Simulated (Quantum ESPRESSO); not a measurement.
A run of Quantum ESPRESSO 7.5 is set up as follows.

Contents of pw.in:

```
&CONTROL
  calculation = 'scf'
  prefix = 'pwscf'
  outdir = './tmp'
  pseudo_dir = './pseudo'
  tprnfor = .true.
  tstress = .true.
  disk_io = 'low'
/
&SYSTEM
  ibrav = 0
  celldm(1) = 8
  nat = 2
  ntyp = 1
  ecutwfc = 84
  nbnd = 48
  occupations = 'smearing'
  smearing = 'fd'
  degauss = 0.00367493
  noncolin = .true.
  lspinorb = .true.
/
&ELECTRONS
  conv_thr = 4d-10
  electron_maxstep = 120
  mixing_beta = 0.5
/
ATOMIC_SPECIES
Ru   101.0700 Ru.upf
CELL_PARAMETERS alat
  0.6391526185016   0.0000000000000   0.0000000000000
 -0.3195763092508   0.5535224045272   0.0000000000000
  0.0000000000000   0.0000000000000   1.0114522866294
ATOMIC_POSITIONS crystal
Ru     0.6666666667    0.3333333333    0.7500000000
Ru     0.3333333333    0.6666666667    0.2500000000
K_POINTS automatic
11 11 6 0 0 0
```

bands.in

```
&CONTROL
  calculation = 'bands'
  prefix = 'pwscf'
  outdir = './tmp'
  pseudo_dir = './pseudo'
  disk_io = 'low'
  verbosity = 'high'
/
&SYSTEM
  ibrav = 0
  celldm(1) = 8
  nat = 2
  ntyp = 1
  ecutwfc = 84
  nbnd = 48
  occupations = 'smearing'
  smearing = 'fd'
  degauss = 0.00367493
  noncolin = .true.
  lspinorb = .true.
/
&ELECTRONS
  conv_thr = 1d-08
  electron_maxstep = 120
  mixing_beta = 0.5
  diago_full_acc = .true.
  startingwfc = 'random'
/
ATOMIC_SPECIES
Ru   101.0700 Ru.upf
CELL_PARAMETERS alat
  0.6391526185016   0.0000000000000   0.0000000000000
 -0.3195763092508   0.5535224045272   0.0000000000000
  0.0000000000000   0.0000000000000   1.0114522866294
ATOMIC_POSITIONS crystal
Ru     0.6666666667    0.3333333333    0.7500000000
Ru     0.3333333333    0.6666666667    0.2500000000
K_POINTS crystal
60
 0.0000000000  0.0000000000  0.0000000000 1
 0.0714285714  0.0000000000  0.0000000000 1
 0.1428571429  0.0000000000  0.0000000000 1
 0.2142857143  0.0000000000  0.0000000000 1
 0.2857142857  0.0000000000  0.0000000000 1
 0.3571428571  0.0000000000  0.0000000000 1
 0.4285714286  0.0000000000  0.0000000000 1
 0.5000000000  0.0000000000  0.0000000000 1
 0.4583333333  0.0833333333  0.0000000000 1
 0.4166666667  0.1666666667  0.0000000000 1
 0.3750000000  0.2500000000  0.0000000000 1
 0.3333333333  0.3333333333  0.0000000000 1
 0.2962962963  0.2962962963  0.0000000000 1
 0.2592592593  0.2592592593  0.0000000000 1
 0.2222222222  0.2222222222  0.0000000000 1
 0.1851851852  0.1851851852  0.0000000000 1
 0.1481481481  0.1481481481  0.0000000000 1
 0.1111111111  0.1111111111  0.0000000000 1
 0.0740740741  0.0740740741  0.0000000000 1
 0.0370370370  0.0370370370  0.0000000000 1
 0.0000000000  0.0000000000  0.0000000000 1
 0.0000000000  0.0000000000  0.1250000000 1
 0.0000000000  0.0000000000  0.2500000000 1
 0.0000000000  0.0000000000  0.3750000000 1
 0.0000000000  0.0000000000  0.5000000000 1
 0.0625000000  0.0000000000  0.5000000000 1
 0.1250000000  0.0000000000  0.5000000000 1
 0.1875000000  0.0000000000  0.5000000000 1
 0.2500000000  0.0000000000  0.5000000000 1
 0.3125000000  0.0000000000  0.5000000000 1
 0.3750000000  0.0000000000  0.5000000000 1
 0.4375000000  0.0000000000  0.5000000000 1
 0.5000000000  0.0000000000  0.5000000000 1
 0.4666666667  0.0666666667  0.5000000000 1
 0.4333333333  0.1333333333  0.5000000000 1
 0.4000000000  0.2000000000  0.5000000000 1
 0.3666666667  0.2666666667  0.5000000000 1
 0.3333333333  0.3333333333  0.5000000000 1
 0.3030303030  0.3030303030  0.5000000000 1
 0.2727272727  0.2727272727  0.5000000000 1
 0.2424242424  0.2424242424  0.5000000000 1
 0.2121212121  0.2121212121  0.5000000000 1
 0.1818181818  0.1818181818  0.5000000000 1
 0.1515151515  0.1515151515  0.5000000000 1
 0.1212121212  0.1212121212  0.5000000000 1
 0.0909090909  0.0909090909  0.5000000000 1
 0.0606060606  0.0606060606  0.5000000000 1
 0.0303030303  0.0303030303  0.5000000000 1
 0.0000000000  0.0000000000  0.5000000000 1
 0.5000000000  0.0000000000  0.5000000000 1
 0.5000000000  0.0000000000  0.4000000000 1
 0.5000000000  0.0000000000  0.3000000000 1
 0.5000000000  0.0000000000  0.2000000000 1
 0.5000000000  0.0000000000  0.1000000000 1
 0.5000000000  0.0000000000  0.0000000000 1
 0.3333333333  0.3333333333  0.0000000000 1
 0.3333333333  0.3333333333  0.1250000000 1
 0.3333333333  0.3333333333  0.2500000000 1
 0.3333333333  0.3333333333  0.3750000000 1
 0.3333333333  0.3333333333  0.5000000000 1
```

Potentials or basis: PseudoDojo 0.4 FR PBE standard.

Launch:

```sh
$ OMP_NUM_THREADS=1 pw.x -in pw.in > pw.out
$ OMP_NUM_THREADS=1 pw.x -in bands.in > bands.out
```

What does it give for the band gap on the k mesh?

None (metal or under the smearing width).

Estimate the pressure.

5.7 GPa.

Levels at the corners of the path, in eV from the Fermi level:
| point | band 28 | band 29 | band 30 | band 31 | band 32 | band 33 | band 34 | band 35 | band 36 | band 37 |
| --- | --- | --- | --- | --- | --- | --- | --- | --- | --- | --- |
| Γ | -2.02 | -1.72 | -1.72 | -1.38 | -1.38 | -1.23 | -1.23 | 1.16 | 1.16 | 1.33 |
| M | -1.75 | -1.46 | -1.46 | 1.49 | 1.49 | 1.84 | 1.84 | 2.04 | 2.04 | 4.13 |
| K | -2.74 | -1.01 | -1.01 | 1.00 | 1.00 | 1.14 | 1.14 | 1.51 | 1.51 | 7.08 |
| Γ | -2.02 | -1.72 | -1.72 | -1.38 | -1.38 | -1.23 | -1.23 | 1.16 | 1.16 | 1.33 |
| A | -2.71 | -2.57 | -2.57 | -2.57 | -2.57 | 0.57 | 0.57 | 0.57 | 0.57 | 0.65 |
| L | -1.01 | 0.50 | 0.50 | 0.50 | 0.50 | 1.75 | 1.75 | 1.75 | 1.75 | 3.45 |
| H | -2.63 | -1.23 | -1.23 | -1.02 | -1.02 | 1.27 | 1.27 | 1.32 | 1.32 | 8.43 |
| A | -2.71 | -2.57 | -2.57 | -2.57 | -2.57 | 0.57 | 0.57 | 0.57 | 0.57 | 0.65 |
| L | -1.01 | 0.50 | 0.50 | 0.50 | 0.50 | 1.75 | 1.75 | 1.75 | 1.75 | 3.45 |
| M | -1.75 | -1.46 | -1.46 | 1.49 | 1.49 | 1.84 | 1.84 | 2.04 | 2.04 | 4.13 |
| K | -2.74 | -1.01 | -1.01 | 1.00 | 1.00 | 1.14 | 1.14 | 1.51 | 1.51 | 7.08 |
| H | -2.63 | -1.23 | -1.23 | -1.02 | -1.02 | 1.27 | 1.27 | 1.32 | 1.32 | 8.43 |
